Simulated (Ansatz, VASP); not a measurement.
**Two plane-wave programs on InP**

```xyz
2
Lattice="0.0000 2.7087 2.7087 2.7087 0.0000 2.7087 2.7087 2.7087 0.0000" Properties=species:S:1:pos:R:3 pbc="T T T"
In    0.0000    0.0000    0.0000
P     2.7087    2.7087    2.7087
```

Alike in both runs: functional LDA; k mesh 14 × 14 × 14; occupations gaussian, width 0.1 eV; no spin polarisation.

Ansatz relaxed the structure, and its values are those at the end. VASP's run is a single point on that final structure, the one shown.

|  | VASP | Ansatz |
| --- | --- | --- |
| version | VASP 6.6.1 | Ansatz 0.2.0 |
| potentials or method | VASP PAW LDA potentials, release 64 (In_d, P) | scalar-relativistic, plane waves, PAW |
| plane-wave cutoff (eV) | 520 | 420 |
| valence electrons in the cell | 18 | 18 |

```csv
,VASP,Ansatz,Ansatz less VASP
gap on the k mesh at the Fermi level (eV),none,none,-
pressure (GPa),0.0,0.0,-0.07
```

A gap of «none» marks a metal or a gap that the smearing closes.
